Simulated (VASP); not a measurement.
# H2C19 in VASP: a series of runs

Runs on H2C19. Level: PBE. Tasks: single point.

Everything below comes from runs of VASP 6.6.1. Logs are shortened: lines on timing, memory, paths and dates and some standing lists are left out, and cuts for length are marked.

### 1 The slab as given

The cell holds a slab with vacuum, 21 atoms: a = 7.398 Å, b = 7.398 Å, c = 12.000 Å, α = 90.00°, β = 90.00°, γ = 120.00°.

The cell was built by a generator and needn't be a form met in nature.

### 2 Single point, PBE

Contents of INCAR:

```
SYSTEM = H2C19
  ALGO = Fast
  EDIFF = 1E-7
  ENCUT = 520
  GGA = PE
  ISIF = 2
  ISMEAR = -1
  LASPH = .TRUE.
  LCHARG = .FALSE.
  LREAL = Auto
  LWAVE = .FALSE.
  NBANDS = 55
  NELM = 100
  PREC = Accurate
  SIGMA = 0.02
```

Contents of KPOINTS:

```
k-points
0
G
  2 2 1
  0 0 0
```

Contents of POSCAR:

```
H2C19
1.0
    7.3980000000      0.0000000000      0.0000000000
   -3.6990000000      6.4068560000      0.0000000000
    0.0000000000      0.0000000000     12.0000000000
C H
19 2
Direct
   -0.0166710521     -0.0114886303      0.0718000833
    0.2070403854      0.1028534120      0.0698367500
   -0.0144730368      0.3211258377      0.0826840833
    0.2016112057      0.4278696134      0.0948934167
   -0.0233920802      0.6515902652      0.0703358333
    0.1989083282      0.7733292273      0.0984877500
    0.3212296258     -0.0042571583      0.0733149167
    0.5376945631      0.1002223243      0.0788924167
    0.3159303150      0.3218976671      0.0815189167
    0.5393295536      0.4327848168      0.0816149167
    0.3138266154      0.6522317655      0.1245152500
    0.5419323680      0.7689309702      0.0995425833
    0.6495658645     -0.0147006582      0.0862299167
    0.8730201442      0.0976488312      0.0773297500
    0.6494568088      0.3231063723      0.0760015000
    0.8722915440      0.4348355886      0.0761642500
    0.6494361873      0.6561375814      0.0833418333
    0.8685188769      0.7650637068      0.0698116667
    0.2253149678      0.7269592137      0.2183233333
    0.0710933426      0.6259030951      0.2549445000
    0.3328656455      0.8611746542      0.2679158333
```

Potentials or basis: VASP PAW PBE potentials, release 64 (C, H).

Command:

```
> cat potpaw_PBE.64/C/POTCAR potpaw_PBE.64/H/POTCAR > POTCAR
> mpirun -np 1 vasp_std > vasp.out
```

OUTCAR:

```text
SYSTEM = H2C19
   EDIFF = 1E-7
   ENCUT = 520
   GGA = PE
   ISIF = 2
   ISMEAR = -1
   LASPH = .TRUE.
   LREAL = Auto
   NELM = 100
   PREC = Accurate

 ion  position               nearest neighbor table
   1  0.983  0.989  0.072-  14 1.41  18 1.43   2 1.43
   2  0.207  0.103  0.070-   9 1.41   7 1.42   1 1.43
   3  0.986  0.321  0.083-   4 1.39  14 1.43  16 1.46
   4  0.202  0.428  0.095-   3 1.39   9 1.42  11 1.48
   5  0.977  0.652  0.070-  16 1.39  18 1.42   6 1.47
   6  0.199  0.773  0.098-   7 1.46   5 1.47  19 1.51  11 1.54
   7  0.321  0.996  0.073-   8 1.39   2 1.42   6 1.46
   8  0.538  0.100  0.079-   7 1.39  15 1.43  13 1.46
   9  0.316  0.322  0.082-   2 1.41   4 1.42  10 1.43
  10  0.539  0.433  0.082-  15 1.41  17 1.43   9 1.43
  11  0.314  0.652  0.125-   4 1.48  12 1.49  19 1.54   6 1.54
  12  0.542  0.769  0.100-  13 1.40  17 1.42  11 1.49
  13  0.650  0.985  0.086-  12 1.40  14 1.44   8 1.46
  14  0.873  0.098  0.077-   1 1.41   3 1.43  13 1.44
  15  0.649  0.323  0.076-  10 1.41  16 1.43   8 1.43
  16  0.872  0.435  0.076-   5 1.39  15 1.43   3 1.46
  17  0.649  0.656  0.083-  18 1.41  12 1.42  10 1.43
  18  0.869  0.765  0.070-  17 1.41   5 1.42   1 1.43
  19  0.225  0.727  0.218-  21 1.09  20 1.10   6 1.51  11 1.54
  20  0.071  0.626  0.255-  19 1.10
  21  0.333  0.861  0.268-  19 1.09

  LATTYP: Found a hexagonal cell.
 ALAT       =     7.3980000000
 C/A-ratio  =     1.6220600162

  Lattice vectors:

 A1 = (   7.3980000000,   0.0000000000,   0.0000000000)
 A2 = (  -3.6990000000,   6.4068560000,   0.0000000000)
 A3 = (   0.0000000000,   0.0000000000,  12.0000000000)

Analysis of symmetry for initial positions (statically):
=====================================================================
 Subroutine PRICEL returns:
 Original cell was already a primitive cell.

 Routine SETGRP: Setting up the symmetry group for a
 hexagonal supercell.

 Subroutine GETGRP returns: Found  1 space group operations
 (whereof  1 operations were pure point group operations)
 out of a pool of 24 trial point group operations.

The static configuration has the point symmetry C_1 .

Analysis of symmetry for dynamics (positions and initial velocities):
=====================================================================
 Subroutine PRICEL returns:
 Original cell was already a primitive cell.

 Routine SETGRP: Setting up the symmetry group for a
 hexagonal supercell.

 Subroutine GETGRP returns: Found  1 space group operations
 (whereof  1 operations were pure point group operations)
 out of a pool of 24 trial point group operations.

[... 124 lines left out ...]
   ISYM   =      2    0-nonsym 1-usesym 2-fastsym
   POTIM  = 0.5000    time-step for ionic-motion
   TEBEG  =    0.0;   TEEND  =   0.0 temperature during run
   PSTRESS=    0.0 pullay stress
   NELECT =      78.0000    total number of electrons
   NUPDOWN=      -1.0000    fix difference up-down
   EMIN   =  10.00;   EMAX   =-10.00  energy-range for DOS
   EFERMI =   0.00;   METHOD = LEGACY
   ISMEAR =    -1;   SIGMA  =   0.02  broadening in eV -4-tet -1-fermi 0-gaus
   EFERMI_NEDOS =   21; number of points for ismear=-14 and -15
   IALGO  =     68    algorithm
   IMIX   =      4    mixing-type and parameters
     AMIX     =   0.40;   BMIX     =  1.00
     AMIX_MAG =   1.60;   BMIX_MAG =  1.00
  volume/ion in A,a.u.               =      27.08       182.78
  Fermi-wavevector in a.u.,A,eV,Ry     =   0.844228  1.595359  9.697146  0.712720
  Thomas-Fermi vector in A             =   1.959222
   LORBIT       =      0    0 simple, 1 ext, 2 COOP (PROOUT), +10 PAW based schemes
   GGA     = PE    functional components
   LHFCALC =     F    Hartree Fock is set to
   AEXX    =    0.0000 exact exchange contribution
   IVDW    =     0    specifies the selected vdW correction
   LEPSILON=     F    determine dielectric tensor
   LRPA    =     F    only Hartree local field effects (RPA)
 non-spin polarized calculation
 RMM-DIIS sequential band-by-band and
  energy-cutoff  :      520.00
  volume of cell :      568.78
 maximum number of plane-waves:     15363
 NGX is ok and might be reduce to    56
   NGX = 27   NGY = 27   NGZ = 45

 number of electron      77.9999998 magnetization

 Free energy of the ion-electron system (eV)
  ---------------------------------------------------
  ext. energy  EPLUGINS =         0.00000000
  ---------------------------------------------------
  free energy    TOTEN  =      -179.49109648 eV

  energy without entropy =     -179.49096293  energy(sigma->0) =     -179.49102970

 E-fermi :  -1.3952     XC(G=0):  -3.9166

 val. band max:       -1.5371759616   @ k =   0.0000   0.0000   0.0000
 cond. band min:      -1.2531690081   @ k =   0.0000   0.0000   0.0000
 fundamental gap:      0.2840069535
 Fermi energy:        -1.3951724856

 k-point     1 :       0.0000    0.0000    0.0000
  band No.  band energies     occupation
      1     -21.2659      2.00000
      2     -19.5972      2.00000
      3     -18.4726      2.00000
      4     -18.4173      2.00000
      5     -18.3553      2.00000
      6     -18.2851      2.00000
[... 205 lines left out ...]
     50       4.0182      0.00000
     51       4.5751      0.00000
 [bands above 51 left out]

------------------------ aborting loop because EDIFF is reached ----------------------------------------

  FORCE on cell =-STRESS in cart. coord.  units (eV):
  Direction    XX          YY          ZZ          XY          YZ          ZX
  --------------------------------------------------------------------------------------
  -------------------------------------------------------------------------------------
  Total        2.2807187      3.8756187      0.5449949     -0.8658896     -0.7981736      2.5558199
  in kB        6.4245360     10.9171955      1.5351913     -2.4391167     -2.2483680      7.1994660
  external PRESSURE =       6.2923076 kB  Pullay stress =       0.0000000 kB

 VOLUME and BASIS-vectors are now :
 -----------------------------------------------------------------------------
  energy-cutoff  :      520.00
  volume of cell :      568.78
      direct lattice vectors                 reciprocal lattice vectors
     7.398000000  0.000000000  0.000000000     0.135171668  0.078041398  0.000000000
    -3.699000000  6.406856000  0.000000000     0.000000000  0.156082796  0.000000000
     0.000000000  0.000000000 12.000000000     0.000000000  0.000000000  0.083333333

 POSITION                                       TOTAL-FORCE (eV/Angst)
 -----------------------------------------------------------------------------------
      3.61816      6.33325      0.86160        -0.070528      0.015439      0.014674
      1.15123      0.65897      0.83804        -0.075571      0.014717      0.026044
      6.10308      2.05741      0.99221        -0.093860      0.025396     -0.032283
     -0.09117      2.74130      1.13872        -0.073271      0.044454     -0.068489
      4.81471      4.17465      0.84403        -0.053941      0.043185      0.034809
     -1.38902      4.95461      1.18185        -0.067045      0.017335     -0.123641
[... 13 lines left out ...]
     -1.78927      4.01007      3.05933         0.721971     -0.237774      0.213412
     -0.72295      5.51742      3.21499         0.216336     -0.043500      0.036895
 -----------------------------------------------------------------------------------
    total drift:                               -0.014015     -0.005818      0.002912

  FREE ENERGIE OF THE ION-ELECTRON SYSTEM (eV)
  ---------------------------------------------------
  free  energy   TOTEN  =      -179.4910964758 eV

  energy  without entropy=     -179.4909629325  energy(sigma->0) =     -179.49102970
```

OSZICAR:

```text
N       E                     dE             d eps       ncg     rms          rms(c)
DAV:   1     0.627655058062E+03    0.62766E+03   -0.31557E+04   440   0.113E+03
DAV:   2    -0.921341879318E+02   -0.71979E+03   -0.68830E+03   664   0.273E+02
DAV:   3    -0.189187623976E+03   -0.97053E+02   -0.96461E+02   528   0.104E+02
[... 17 lines left out ...]
RMM:  21    -0.179491092957E+03   -0.22013E-05   -0.92131E-07   474   0.221E-03    0.814E-04
RMM:  22    -0.179491095608E+03   -0.26513E-05   -0.46251E-07   459   0.145E-03    0.250E-04
RMM:  23    -0.179491096122E+03   -0.51368E-06   -0.14726E-07   411   0.862E-04    0.269E-04
RMM:  24    -0.179491096437E+03   -0.31518E-06   -0.46661E-08   382   0.586E-04    0.508E-05
RMM:  25    -0.179491096476E+03   -0.38896E-07   -0.14324E-08   297   0.369E-04
   1 F= -.17949110E+03 E0= -.17949103E+03  d E =-.133543E-03
```

Wall time 2.2 min (1 thread of Intel Xeon 6975P-C (Granite Rapids), shared host); peak memory 0.58 GiB.

What came out:

| Item | Value |
| --- | --- |
| Free energy | -179.4911 eV |
| Largest force | 0.790 eV/Å |
| Band gap on the k mesh | 0.28 eV, direct |

Forces in eV/Å, atoms in the order of the input:
```
C   -0.071  0.015  0.015
C   -0.076  0.015  0.026
C   -0.094  0.025 -0.032
C   -0.073  0.044 -0.068
C   -0.054  0.043  0.035
C   -0.067  0.017 -0.124
C   -0.076  0.000  0.015
C   -0.070  0.022 -0.004
C   -0.069  0.025 -0.018
C   -0.078  0.013 -0.020
C   -0.049  0.025 -0.075
C   -0.078  0.016 -0.079
C   -0.083  0.034 -0.054
C   -0.092  0.031 -0.024
C   -0.068  0.015 -0.003
C   -0.065  0.009  0.005
C   -0.072  0.019 -0.031
C   -0.065  0.036  0.022
C    0.360 -0.123  0.166
H    0.722 -0.238  0.213
H    0.216 -0.043  0.037
```

Caveat: the k mesh is coarse (spacing up to 0.49 Å⁻¹), so the values aren't converged. PBE gaps usually lie below the measured ones, often by a third to a half.

### 3 Single point, PBE

Contents of INCAR:

```
SYSTEM = H2C19
PREC     = Accurate       ! precision mode
ENCUT    = 520            ! plane-wave cutoff, eV
EDIFF    = 1E-7           ! SCF threshold, eV
ISMEAR   = -1             ! smearing method
SIGMA    = 0.02           ! smearing width, eV
LREAL    = Auto         
LASPH    = .TRUE.         ! aspherical terms in the spheres
NELM     = 100            ! most SCF steps
ALGO     = Fast           ! electronic algorithm
ISIF     = 2              ! what is computed and relaxed
LWAVE    = .FALSE.        ! write WAVECAR
LCHARG   = .FALSE.        ! write CHGCAR
GGA      = PE             ! functional
NBANDS   = 55             ! bands
```

Contents of KPOINTS:

```
regular mesh
0
G
  2 2 1
  0 0 0
```

Contents of POSCAR:

```
H2C19
1.0
    7.3980000000      0.0000000000      0.0000000000
   -3.6990000000      6.4068560000      0.0000000000
    0.0000000000      0.0000000000     12.0000000000
C H
19 2
Direct
   -0.0189836004     -0.0038585228      0.0744588333
    0.2030971219      0.1077038410      0.0750209167
   -0.0171270895      0.3299829121      0.0767620833
    0.2000781478      0.4361800858      0.0830606667
   -0.0191267646      0.6624520670      0.0773229167
    0.1998313200      0.7751368222      0.0843620833
    0.3145328849     -0.0027074122      0.0781419167
    0.5358389051      0.1076548310      0.0780580833
    0.3141001129      0.3288717586      0.0776570833
    0.5364186152      0.4400337701      0.0773099167
    0.3144280020      0.6632282667      0.1114960833
    0.5417187085      0.7764633699      0.0849817500
    0.6498589801     -0.0037083712      0.0776523333
    0.8697817596      0.1065051251      0.0735477500
    0.6475902371      0.3294537914      0.0764580833
    0.8696996567      0.4410843634      0.0770770000
    0.6496410796      0.6636365793      0.0779444167
    0.8692816102      0.7744542721      0.0746758333
    0.3263023924      0.6869811027      0.2376520833
    0.2599572336      0.5502805120      0.2913995833
    0.4009441927      0.8433893317      0.2724600833
```

Potentials or basis: VASP PAW PBE potentials, release 64 (C, H).

Command:

```
> cat potpaw_PBE.64/C/POTCAR potpaw_PBE.64/H/POTCAR > POTCAR
> mpirun -np 1 vasp_std > vasp.out
```

Run time: 3.2 min. Hardware: 1 thread of Intel Xeon 6975P-C (Granite Rapids), shared host; peak memory 0.59 GiB.

Results (log left out):

```
Free energy            : -178.2766 eV
Largest force          : 0.025 eV/Å
Band gap on the k mesh : 0.04 eV, direct
```

Forces in eV/Å, atoms in the order of the input:
```
C    0.005  0.006 -0.004
C   -0.001  0.007 -0.001
C    0.004  0.006 -0.005
C   -0.017  0.009 -0.002
C   -0.005 -0.006  0.002
C    0.011 -0.011  0.004
C    0.009  0.001  0.005
C   -0.005 -0.010 -0.003
C    0.010  0.002 -0.004
C   -0.016 -0.004  0.005
C    0.016  0.003  0.000
C    0.007 -0.005 -0.011
C    0.005 -0.008  0.001
C   -0.005  0.005 -0.009
C    0.007 -0.001 -0.002
C   -0.003 -0.004 -0.001
C   -0.011  0.003 -0.007
C    0.000  0.003 -0.002
C   -0.005 -0.006  0.007
H   -0.002 -0.012  0.016
H   -0.006  0.021  0.012
```

Levels at points of the mesh, in eV from the valence-band top:
```tsv
k point	band 36	band 37	band 38	band 39	band 40	band 41	band 42	band 43
(0.00, 0.00, 0.00)	-2.95	-1.93	-0.57	-0.10	0.10	0.71	2.30	3.13
(0.50, 0.00, 0.00)	-2.65	-2.57	-2.41	-0.18	0.17	2.00	2.48	2.51
(0.00, 0.50, 0.00)	-2.66	-2.56	-2.40	0.00	0.04	1.90	2.47	2.53
(0.50, 0.50, 0.00)	-2.67	-2.60	-2.46	-0.15	0.16	2.05	2.48	2.54
```

Caveat: the k mesh is coarse (spacing up to 0.49 Å⁻¹), so the values aren't converged. PBE gaps usually lie below the measured ones, often by a third to a half.

### 4 Single point, PBE

Contents of INCAR:

```
SYSTEM = H2C19
PREC = Accurate ; ENCUT = 520
EDIFF = 1E-6 ; ISMEAR = -1
SIGMA = 0.02 ; LREAL = Auto
LASPH = .True. ; NELM = 60
ALGO = Fast ; ISIF = 2
LWAVE = .False. ; LCHARG = .False.
GGA = PE ; NBANDS = 55
```

Contents of KPOINTS:

```
Automatic mesh
0
Gamma
  2 2 1
  0 0 0
```

Contents of POSCAR:

```
H2C19
1.0
    7.3980000000      0.0000000000      0.0000000000
   -3.6990000000      6.4068560000      0.0000000000
    0.0000000000      0.0000000000     12.0000000000
C H
19 2
Direct
   -0.0162917057     -0.0070686777      0.0750162500
    0.2039105168      0.1030364972      0.0761539167
   -0.0157122903      0.3265932620      0.0734921667
    0.2013725763      0.4320165772      0.0838867500
   -0.0157286632      0.6598241009      0.0734721667
    0.2013675391      0.7715206960      0.0838575000
    0.3158917022     -0.0079800451      0.0803659167
    0.5393662707      0.1037582240      0.0803165000
    0.3159047706      0.3260514986      0.0804001667
    0.5393870760      0.4377922650      0.0803850000
    0.3064170439      0.6542798839      0.1127951667
    0.5489606386      0.7755468517      0.1128147500
    0.6539661118     -0.0021686144      0.0838284167
    0.8710399205      0.1032409656      0.0734675000
    0.6513512265      0.3267524664      0.0761514167
    0.8716063750      0.4368607629      0.0750259167
    0.6539538947      0.6582876219      0.0838634167
    0.8710081591      0.7699322413      0.0735050000
    0.4278275390      0.7149589440      0.2213211667
    0.4278220627      0.5895462611      0.2687293333
    0.4277759398      0.8404367134      0.2686510000
```

Command:

```
> cat potpaw_PBE.64/C/POTCAR potpaw_PBE.64/H/POTCAR > POTCAR
> mpirun -np 1 vasp_std > vasp.out
```

It took 2.8 min on 1 thread of Intel Xeon 6975P-C (Granite Rapids), shared host; peak memory 0.6 GiB.

Results (log left out):

```
Free energy            : -179.8742 eV
Largest force          : 0.042 eV/Å
Band gap on the k mesh : 0.15 eV, direct
```

Forces on the atoms (eV/Å):
```
C   -0.012 -0.012 -0.001
C    0.007  0.007  0.000
C   -0.003 -0.006 -0.008
C    0.003  0.014  0.001
C    0.001  0.003 -0.003
C    0.019 -0.014  0.005
C    0.003  0.009  0.001
C   -0.007 -0.002  0.009
C    0.014  0.002 -0.002
C   -0.009 -0.014  0.002
C   -0.024 -0.008 -0.010
C    0.025  0.018 -0.028
C   -0.006 -0.021  0.005
C    0.010 -0.001 -0.007
C   -0.004  0.003 -0.003
C   -0.003  0.003 -0.003
C   -0.017  0.009  0.005
C    0.015  0.010 -0.011
C   -0.013  0.002  0.020
H    0.008 -0.014  0.013
H   -0.006  0.012  0.015
```

Levels at points of the mesh, in eV from the valence-band top:
```csv
k point,band 35,band 36,band 37,band 38,band 39,band 40,band 41,band 42,band 43,band 44
"(0.00, 0.00, 0.00)",-3.27,-2.88,-2.72,-0.79,0.00,0.15,1.44,3.06,3.64,4.22
"(0.50, 0.00, 0.00)",-3.01,-2.52,-2.50,-2.41,-0.57,0.83,2.08,2.52,2.74,3.69
"(0.00, 0.50, 0.00)",-3.05,-2.53,-2.53,-2.37,-1.14,1.63,2.03,2.51,2.61,3.76
"(0.50, 0.50, 0.00)",-3.05,-2.53,-2.53,-2.37,-1.14,1.63,2.03,2.51,2.61,3.76
```

Caveat: the k mesh is coarse (spacing up to 0.49 Å⁻¹), so the values aren't converged.
